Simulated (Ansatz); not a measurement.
# Rutile RuO₂

Calculation: PBE in Ansatz (PAW).

Settings: plane-wave cutoff 500 eV, 10×8×1 k mesh (along the axes of the cell as run), Fermi–Dirac smearing 0.05 eV, scalar-relativistic PAW data made under PBE.

Cell: relaxed at this level.

surface energy of the (101) face: 1.22 J/m²
work function of the (101) face: 5.19 eV

The slab of 36 atoms is relaxed and unreconstructed.

Static lattice: no zero-point or thermal effects.

Cost on a shared machine: about 60 core-minutes (a rough figure).

Ansatz is an electronic-structure program.
